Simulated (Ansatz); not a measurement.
## Hg under changes of volume

One of the cells (23.161 Å³/atom); the others are scaled copies at fixed shape and fractional positions:

```
Hg
1.0
     1.73000    0.99882    2.23400
    -1.73000    0.99882    2.23400
     0.00000   -1.99763    2.23400
Hg
1
Cartesian
  0.0000 0.0000 0.0000
```

| Quantity | Value |
| --- | --- |
| Program | Ansatz 0.2.0 |
| Functional | rPW86-PBE |
| Potentials or basis | all-electron LAPW, relativistic spinors |
| Cutoff | 227 eV (chosen from the basis error) |
| Basis error allowed | 0.001 eV/atom |
| k mesh | 8 × 8 × 8 |
| Occupations | fermi-dirac, width 0.01 eV |
| Spin | spin-orbit coupling, no magnetisation |

| volume (Å³/atom) | energy over the lowest point (meV/atom) | pressure (GPa) |
| --- | --- | --- |
| 21.772 | 182.35 | 15.5 |
| 22.235 | ? | ? |
| 22.698 | 104.06 | 11.8 |
| 23.161 | 72.13 | 10.3 |
| 23.625 | 44.59 | 8.8 |
| 24.088 | 20.75 | 7.7 |
| 24.551 | 0.00 | 6.6 |

Problem. What does the run at 22.235 Å³/atom give?

Solution. Energy over the lowest point 140.57 meV/atom; pressure 13.5 GPa.

Worked out: A Birch-Murnaghan fit of order 3 (a polynomial in V^(-2/3)) to the other rows has no minimum within the range. It gives 140.49 meV/atom at 22.235 Å³/atom, against the run's 140.57, and -dE/dV = 13.5 GPa, against 13.5.

Energies are extrapolated to zero smearing.

Caveats: the k mesh is thin for a metal, which can move the energy by tens of meV per atom (some runs).
